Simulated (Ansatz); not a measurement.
# Sc2Al: the cost of one run

Program: Ansatz 0.2.0. Level of theory: DFT PBE, scalar-relativistic, plane waves, PAW. These are calculated values, not measurements.

1 further run of the same task is left out (it didn't finish).

## (1) The structure to begin with

It takes space group Cmcm (No. 63, orthorhombic). The conventional cell has a = 2.924 Å, b = 15.192 Å, c = 4.730 Å, α = 90.00°, β = 90.00°, γ = 90.00°. Sc (site symmetry m2m) is surrounded by 10 Sc at 2.91 to 2.92 Å and 2 Al at 2.92 Å. Sc (site symmetry m2m) has 8 Sc at 2.91 to 2.92 Å and 4 Al at 2.91 to 2.92 Å as nearest neighbours. Al (site symmetry m2m) has 6 Sc at 2.91 to 2.92 Å and 6 Al at 2.91 to 2.92 Å as nearest neighbours.

As a file:

```
Sc Al
1.0
     1.46190   -7.59625    0.00000
     1.46190    7.59625    0.00000
     0.00000    0.00000    4.73015
Sc Al
4 2
Direct
  0.94444 0.05556 0.25000
  0.61111 0.38889 0.25000
  0.38889 0.61111 0.75000
  0.05556 0.94444 0.75000
  0.27778 0.72222 0.25000
  0.72222 0.27778 0.75000
```

The start is an ordering of an alloy on its end members' structure types: elements ordered on the sites of the Fe type, Al/Sc on Fe (Cmcm, No. 63).

## (2) Probe: one point on a coarse mesh

Contents of input.yaml:

```yaml
crystal:
  lattice:
    - [1.46189897, -7.59624986, 0.0]
    - [1.46189897, 7.59624986, 0.0]
    - [0.0, 0.0, 4.73014958]
  atoms:
    - { symbol: Sc, position: [0.94444444, 0.05555556, 0.25] }
    - { symbol: Sc, position: [0.61111111, 0.38888889, 0.25] }
    - { symbol: Sc, position: [0.38888889, 0.61111111, 0.75] }
    - { symbol: Sc, position: [0.05555556, 0.94444444, 0.75] }
    - { symbol: Al, position: [0.27777778, 0.72222222, 0.25] }
    - { symbol: Al, position: [0.72222222, 0.27777778, 0.75] }
basis:
  ecutwfc: 420
kpoints:
  mp_grid: { grid: [6, 6, 4] }
hamiltonian:
  xc: pbe
scf:
  occupations: { method: gaussian, width: 0.1 }
  lower_state_search: "off"
output:
  forces: true
  stress: true
  eigenvalues: true
```

Command:

```console
$ ansatz run input.yaml --threads 1 --pin off --max-ram 2560MiB --backend cpu --events-out ev --progress --plain --runs-dir out
```

Q: Estimate wall time and peak memory on 1 thread of Intel Xeon Platinum 8488C (Sapphire Rapids), shared host.

About 10 s, with a peak of 0.45 GiB.
